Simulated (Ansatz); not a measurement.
**The polar optical mode of BN at 18 GPa, worked through**

Method: DFT PBE, scalar-relativistic, plane waves, PAW (Ansatz). Settings: 420 eV plane-wave cutoff, Γ-centred 12×12×12 mesh, fixed occupations. No spin polarisation. Phonons by linear response, acoustic sum rule imposed.

The cell, relaxed at 18 GPa:
```cif
data_structure
_symmetry_space_group_name_H-M 'F-43m'
_symmetry_Int_Tables_number 216
_cell_length_a 3.5712
_cell_length_b 3.5712
_cell_length_c 3.5712
_cell_angle_alpha 90.000
_cell_angle_beta 90.000
_cell_angle_gamma 90.000
_cell_volume 45.54
loop_
_atom_site_label
_atom_site_type_symbol
_atom_site_symmetry_multiplicity
_atom_site_Wyckoff_symbol
_atom_site_fract_x
_atom_site_fract_y
_atom_site_fract_z
_atom_site_occupancy
B1 B 4 a 0.00000 0.00000 0.00000 1
N1 N 4 c 0.25000 0.25000 0.25000 1
```

Linear response gives ν_TO = 1084.4 cm⁻¹, Born charges ±1.893 e (positive on B) and ε∞ = 4.570. The primitive cell holds 11.386 Å³, and the masses are 10.810 and 14.007 amu.

**Question.** Find ν_LO and the static dielectric constant.

**Answer.** The long-wave field adds a restoring force: ω_LO² − ω_TO² = Z*²e²/(ε_vac ε∞ μV). In these units ν_LO² − ν_TO² = 4.92064×10⁷ Z*²/(μ V ε∞) cm⁻², with μ = m₁m₂/(m₁ + m₂) = 6.101 amu: 555474 cm⁻². So ν_LO = √(1084.4² + 555474) = 1315.9 cm⁻¹, and the run gives 1315.9. Lyddane–Sachs–Teller then gives ε0 = ε∞ (ν_LO/ν_TO)² = 6.73, against 6.73 in the run (it forms both from the same three quantities, so the match checks the arithmetic only). Between ν_TO and ν_LO the dielectric function is negative and an undamped crystal reflects fully: a reststrahlen band from 7.6 to 9.2 μm.

**Question.** What do the Clausius–Mossotti polarisability and the Szigeti charge come to?

**Answer.** With the Lorentz local field, α = (3V/4π)(ε∞ − 1)/(ε∞ + 2) = 1.48 Å³ for the pair, and e_S = 3Z*/(ε∞ + 2) = 0.86 e. The Born charge includes the electrons' response to the dipole's own local field, and e_S takes that enhancement out. The Lorentz field assumes point-like polarisable ions, a poor picture once ε∞ is this large, since the electron clouds then overlap or are shared, so both numbers are formal here.

**Question.** How strongly does a slow electron couple to the LO mode?

**Answer.** For one isotropic parabolic band, Fröhlich's constant is α_F = (1/ε∞ − 1/ε0) √(m* Ry/ħω_LO), with Ry = 13.606 eV, ħω_LO = 163.1 meV and m* in free-electron masses: α_F = 0.0702 × 9.13 × √m* = 0.64 √m*. The band mass isn't part of this run; for m* = 0.1, 0.3 and 1 it gives 0.20, 0.35, 0.64. In weak coupling the polaron lies α_F ħω_LO below the band edge (57 meV at m* = 0.3) with a mass m*(1 + α_F/6); past α_F of about 5 or 6 that expansion fails. A semilocal functional's ε∞ tends to be too large, which taken alone lowers α_F.

Cost: 1 run of about 0.22 core-minutes, on Intel Xeon Platinum 8259CL (Skylake/Cascade Lake) (shared hosts).

Zinc-blende BN combines a stiff covalent network with a substantial polar response. Short, strong sp³ bonds and light atoms already place the TO mode at 1084.4 cm⁻¹, and this short-range stiffness supplies the larger part of the squared LO frequency. The macroscopic field adds the rest. Its contribution is large because the Born charge acts on a small reduced mass in a compact cell, with only moderate electronic screening.

The charge of ±1.893 e is no measure of static ionicity. Nitrogen's greater electronegativity polarises the bonds, but the dynamical charge also contains the electron flow along them as the sublattices move. The same stiffness limits the lattice's share of the static dielectric constant, so ε0 remains mostly electronic, and the high LO energy helps to keep the Fröhlich coupling modest for ordinary band masses.

For real carriers, the values of α_F are a guide to scale only, since cubic BN has anisotropic conduction valleys away from the zone centre and a degenerate valence-band top, neither of which a single isotropic mass describes.
